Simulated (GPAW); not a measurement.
# KF (Pm-3m) in GPAW: atomic charges with RPBE

Aim: the atomic charges of KF with RPBE.

Program: GPAW 26.7.0. These are calculated values, not measurements. Logs are shortened: lines on timing, memory, paths and dates and some standing lists are left out, and cuts for length are marked. The log counts tension as positive stress, the text compression.

### 1 The crystal as given

Symmetry: Pm-3m, No. 221, cubic system. The conventional cell has a = 3.259 Å, b = 3.259 Å, c = 3.259 Å, α = 90.00°, β = 90.00°, γ = 90.00°. K (site symmetry m-3m) has 8 F at 2.82 Å as nearest neighbours. F (site symmetry m-3m) is surrounded by 8 K at 2.82 Å.

The cell comes from a database or a generator and needn't be the stable form of this composition.

### 2 Atomic charges, RPBE

run.py

```python
import numpy as np
from ase.dft.bandgap import bandgap
from ase.io import write
from ase.spacegroup import crystal
from ase.units import Bohr, GPa
from gpaw import GPAW, PW
from gpaw.analyse.hirshfeld import HirshfeldPartitioning

# K 1a
# F 1b
atoms = crystal(['K', 'F'],
                basis=[[0.0, 0.0, 0.0],
                       [0.5, 0.5, 0.5]],
                spacegroup=221, setting=1,  # Pm-3m
                cellpar=[3.258955, 3.258955, 3.258955, 90.0, 90.0, 90.0],
                primitive_cell=True)

calc = GPAW(mode=PW(440),
            xc='RPBE',
            kpts={'size': (8, 8, 8), 'gamma': True},
            occupations={'name': 'fermi-dirac', 'width': 0.05},
            nbands=14,
            convergence={'density': 1e-05, 'energy': 1e-05},
            maxiter=75,
            legacy_gpaw=True,
            txt='gpaw.txt')
atoms.calc = calc
energy = atoms.get_potential_energy()
forces = atoms.get_forces()
stress = atoms.get_stress()
calc.write('gs.gpw')
write('result.traj', atoms)
print(f'Energy: {energy:.6f} eV')
print('Forces (eV/A):')
print(forces.round(4))
print('Stress (GPa):', (stress / GPa).round(3))
print('Fermi level:', round(calc.get_fermi_level(), 4), 'eV')
print(f'Gap: {bandgap(calc)[0]:.4f} eV, direct: {bandgap(calc, direct=True)[0]:.4f} eV')

hirshfeld = HirshfeldPartitioning(calc)
print('Hirshfeld charges:', *np.round(hirshfeld.get_charges(), 4))
print('Hirshfeld volume ratios:', *np.round(hirshfeld.get_effective_volume_ratios(), 4))

# fields on the real-space grid
write('density.cube', atoms, data=calc.get_pseudo_density() * Bohr**3)
write('potential.cube', atoms, data=calc.get_electrostatic_potential())
```

Potentials or basis: the program's PAW data sets (release 1.2.1) made for this functional, pw.

Launch:

```bash
$ OMP_NUM_THREADS=1 python run.py
```

gpaw.txt:

```text
___ ___ ___ _ _ _
 |   |   |_  | | | |
 | | | | | . | | | |
 |__ |  _|___|_____|  26.7.0
 |___|_|

Input parameters:
  convergence: {density: 1e-05,
                energy: 1e-05}
  kpts: {gamma: True,
         size: (8, 8, 8)}
  maxiter: 75
  mode: {ecut: 440.00000000000006,
         name: pw}
  nbands: 14
  occupations: {name: fermi-dirac,
                width: 0.05}
  xc: RPBE

System changes: positions, numbers, cell, pbc, initial_charges, initial_magmoms

Initialize ...

species:
  K:
    name:    Potassium
    Z:       19.0
    valence: 9
    core:    10
    charge:  0.0  # [|e|]
    compensation charges:
      type: gauss
      rc: 0.35  # [Å]
      lmax: 2
    cutoffs:
      filter: 1.91  # [Å]
      core: 1.27  # [Å]
    projectors
    | kind |    occ | energy [eV] | rcut [Å] |
    |------|--------|-------------|----------|
    |   3s |  2.000 |     -35.407 |    1.122 |
    |   4s |  1.000 |      -2.277 |    1.122 |
    |   3p |  6.000 |     -18.838 |    1.106 |
    |    p |        |       8.374 |    1.106 |
    |    d |        |       0.000 |    0.937 |

    Using partial waves for K as LCAO basis

  F:
    name:    Fluorine
    Z:       9.0
    valence: 7
    core:    2
    charge:  0.0  # [|e|]
    compensation charges:
      type: gauss
      rc: 0.20  # [Å]
      lmax: 2
    cutoffs:
      filter: 1.14  # [Å]
      core: 0.74  # [Å]
    projectors
    | kind |    occ | energy [eV] | rcut [Å] |
    |------|--------|-------------|----------|
    |   2s |  2.000 |     -29.979 |    0.635 |
    |   2p |  5.000 |     -11.057 |    0.635 |
    |    s |        |      -2.768 |    0.635 |
    |    p |        |      16.154 |    0.635 |
    |    d |        |       0.000 |    0.635 |

    Using partial waves for F as LCAO basis

Reference energy: -19103.064777  # eV

Spin-paired calculation

Convergence criteria:
 Maximum [total energy] change in last 3 cyles: 1e-05 eV / valence electron
 Maximum integral of absolute [dens]ity change: 1e-05 electrons / valence electron
 Maximum integral of absolute [eigenst]ate change: 4e-08 eV^2 / valence electron
 Maximum number of scf [iter]ations: 75
 (Square brackets indicate name in SCF output, whereas a 'c' in
 the SCF output indicates the quantity has converged.)

Symmetries present (total): 48

  ( 1  0  0)  ( 1  0  0)  ( 1  0  0)  ( 1  0  0)  ( 1  0  0)  ( 1  0  0)
  ( 0  1  0)  ( 0  1  0)  ( 0  0  1)  ( 0  0  1)  ( 0  0 -1)  ( 0  0 -1)
  ( 0  0  1)  ( 0  0 -1)  ( 0  1  0)  ( 0 -1  0)  ( 0  1  0)  ( 0 -1  0)

  ( 1  0  0)  ( 1  0  0)  ( 0  1  0)  ( 0  1  0)  ( 0  1  0)  ( 0  1  0)
  ( 0 -1  0)  ( 0 -1  0)  ( 1  0  0)  ( 1  0  0)  ( 0  0  1)  ( 0  0  1)
  ( 0  0  1)  ( 0  0 -1)  ( 0  0  1)  ( 0  0 -1)  ( 1  0  0)  (-1  0  0)

  ( 0  1  0)  ( 0  1  0)  ( 0  1  0)  ( 0  1  0)  ( 0  0  1)  ( 0  0  1)
  ( 0  0 -1)  ( 0  0 -1)  (-1  0  0)  (-1  0  0)  ( 1  0  0)  ( 1  0  0)
  ( 1  0  0)  (-1  0  0)  ( 0  0  1)  ( 0  0 -1)  ( 0  1  0)  ( 0 -1  0)

  ( 0  0  1)  ( 0  0  1)  ( 0  0  1)  ( 0  0  1)  ( 0  0  1)  ( 0  0  1)
  ( 0  1  0)  ( 0  1  0)  ( 0 -1  0)  ( 0 -1  0)  (-1  0  0)  (-1  0  0)
  ( 1  0  0)  (-1  0  0)  ( 1  0  0)  (-1  0  0)  ( 0  1  0)  ( 0 -1  0)

  ( 0  0 -1)  ( 0  0 -1)  ( 0  0 -1)  ( 0  0 -1)  ( 0  0 -1)  ( 0  0 -1)
  ( 1  0  0)  ( 1  0  0)  ( 0  1  0)  ( 0  1  0)  ( 0 -1  0)  ( 0 -1  0)
  ( 0  1  0)  ( 0 -1  0)  ( 1  0  0)  (-1  0  0)  ( 1  0  0)  (-1  0  0)

  ( 0  0 -1)  ( 0  0 -1)  ( 0 -1  0)  ( 0 -1  0)  ( 0 -1  0)  ( 0 -1  0)
  (-1  0  0)  (-1  0  0)  ( 1  0  0)  ( 1  0  0)  ( 0  0  1)  ( 0  0  1)
  ( 0  1  0)  ( 0 -1  0)  ( 0  0  1)  ( 0  0 -1)  ( 1  0  0)  (-1  0  0)

  ( 0 -1  0)  ( 0 -1  0)  ( 0 -1  0)  ( 0 -1  0)  (-1  0  0)  (-1  0  0)
  ( 0  0 -1)  ( 0  0 -1)  (-1  0  0)  (-1  0  0)  ( 0  1  0)  ( 0  1  0)
  ( 1  0  0)  (-1  0  0)  ( 0  0  1)  ( 0  0 -1)  ( 0  0  1)  ( 0  0 -1)

  (-1  0  0)  (-1  0  0)  (-1  0  0)  (-1  0  0)  (-1  0  0)  (-1  0  0)
  ( 0  0  1)  ( 0  0  1)  ( 0  0 -1)  ( 0  0 -1)  ( 0 -1  0)  ( 0 -1  0)
  ( 0  1  0)  ( 0 -1  0)  ( 0  1  0)  ( 0 -1  0)  ( 0  0  1)  ( 0  0 -1)

512 k-points: 8 x 8 x 8 Monkhorst-Pack grid + [1/16,1/16,1/16]
35 k-points in the irreducible part of the Brillouin zone
       k-points in crystal coordinates                weights
   0:     0.00000000    0.00000000    0.00000000          1/512
   1:     0.12500000    0.00000000    0.00000000          6/512
   2:     0.12500000    0.12500000    0.00000000         12/512
   3:     0.12500000    0.12500000    0.12500000          8/512
   4:     0.25000000    0.00000000    0.00000000          6/512
   5:     0.25000000    0.12500000    0.00000000         24/512
   6:     0.25000000    0.12500000    0.12500000         24/512
   7:     0.25000000    0.25000000    0.00000000         12/512
   8:     0.25000000    0.25000000    0.12500000         24/512
   9:     0.25000000    0.25000000    0.25000000          8/512
          ...
  34:     0.50000000    0.50000000    0.50000000          1/512

Wave functions: Plane wave expansion
  Cutoff energy: 440.000 eV
  Number of coefficients (min, max): 704, 743
  Pulay-stress correction: 0.000000 eV/Ang^3 (de/decut=0.000000)
  Using FFTW library
  ScaLapack parameters: grid=1x1, blocksize=None
  Wavefunction extrapolation:
    Improved wavefunction reuse through dual PAW basis

Occupation numbers: Fermi-Dirac:
  width: 0.0500  # eV

Eigensolver
   Davidson(niter=2)

Densities:
  Coarse grid: 16*16*16 grid
  Fine grid: 32*32*32 grid
  Total Charge: 0.000000

Density mixing:
  Method: separate
  Backend: msr1
  Linear mixing parameter: 0.05
  old densities: 10
  Width of damping distribution: 1.1
  Damping of long wavelength oscillations: 20

Hamiltonian:
  XC and Coulomb potentials evaluated on a 32*32*32 grid
  Using the RPBE Exchange-Correlation functional
  External potential:
    NoExternalPotential

XC parameters: RPBE with 2 nearest neighbor stencil

Number of atoms: 2
Number of atomic orbitals: 9
Number of bands in calculation: 14
Number of valence electrons: 16
Bands to converge: occupied

... initialized

Initializing position-dependent things.

Density initialized from atomic densities
Creating initial wave functions:
  9 bands from LCAO basis set
  5 bands from random numbers

   .-------.
  /|       |
 * |       |
 | |  F    |
 | .-------.
 |/       /
 K-------*

Atomic positions and initial magnetic moments

Positions:
   0 K      0.000000    0.000000    0.000000    ( 0.0000,  0.0000,  0.0000)
   1 F      1.629477    1.629477    1.629477    ( 0.0000,  0.0000,  0.0000)

Unit cell:
           periodic     x           y           z      points  spacing
  1. axis:    yes    3.258955    0.000000    0.000000    16     0.2037
  2. axis:    yes    0.000000    3.258955    0.000000    16     0.2037
  3. axis:    yes    0.000000    0.000000    3.258955    16     0.2037

  Lengths:   3.258955   3.258955   3.258955
  Angles:   90.000000  90.000000  90.000000

Effective grid spacing dv^(1/3) = 0.2037

iter:   1    -8.000776
iter:   2    -7.841755   -2.23  -1.27
iter:   3    -7.312591   -1.42  -1.30
iter:   4    -7.305977   -2.60  -1.62
iter:   5    -7.306511   -3.43  -2.07
iter:   6    -7.306147   -4.16  -2.66
iter:   7    -7.306194   -5.48  -3.14
iter:   8    -7.306193c  -6.52  -3.55
iter:   9    -7.306193c  -7.66c -4.53
iter:  10    -7.306193c  -8.40c -4.87
iter:  11    -7.306193c  -9.88c -5.64c

Converged after 11 iterations.

Dipole moment: (-0.000000, -0.000000, -0.000000) |e|*Ang

Energy contributions relative to reference atoms: (reference = -19103.064777)

Kinetic:         +3.893922
Potential:       -1.756763
External:        +0.000000
XC:              -8.971371
Entropy (-ST):   -0.000000
Local:           -0.471982
SIC:             +0.000000
--------------------------
Free energy:     -7.306193
Extrapolated:    -7.306193

Showing only first 2 kpts
 Kpt  Band  Eigenvalues  Occupancy
  0     6      0.83168    2.00000
  0     7      0.83168    2.00000
  0     8      7.43964    0.00000
  0     9      9.32355    0.00000

  1     6      0.81779    2.00000
  1     7      0.81779    2.00000
  1     8      7.84478    0.00000
  1     9      9.43796    0.00000

Fermi level: 2.76002

Gap: 6.544 eV
Transition (v -> c):
  (s=0, k=30, n=7, [0.50, 0.50, 0.00]) -> (s=0, k=0, n=8, [0.00, 0.00, 0.00])
Direct/indirect transitions are different
Direct gap: 6.608 eV
Transition at: (s=0, k=0, n=7, [0.00, 0.00, 0.00])

Forces in eV/Ang:
  0 K     0.00000   -0.00000    0.00000
  1 F     0.00000    0.00000    0.00000

Stress tensor:
     0.070768     0.000000     0.000000
     0.000000     0.070768     0.000000
     0.000000     0.000000     0.070768
Writing to gs.gpw (mode='')

Initializing position-dependent things.
```

stdout:

```text
Energy: -7.306193 eV
Forces (eV/A):
[[ 0. -0.  0.]
 [ 0.  0.  0.]]
Stress (GPa): [11.338 11.338 11.338  0.     0.     0.   ]
Fermi level: 2.76 eV
Gap: 6.5441 eV, direct: 6.6080 eV
Hirshfeld charges: 0.302 -0.2926
Hirshfeld volume ratios: 0.9428 1.027
```

Wall time 6 s (1 thread of Arm Neoverse V1, shared host); peak memory 0.15 GiB.

The run converged, but some of its settings lie outside the range that counts as converged, so its numbers aren't taken as properties of the crystal.

Results:

- Free energy: -7.3062 eV
- Pressure: -11.3 GPa
- Band gap on the k mesh: 6.54 eV, indirect (least direct gap 6.61 eV)
- Hirshfeld charges: K +0.30; F -0.29 e

Caveat: the cutoff is short for stress and forces, so pressures can be off by a GPa or more.
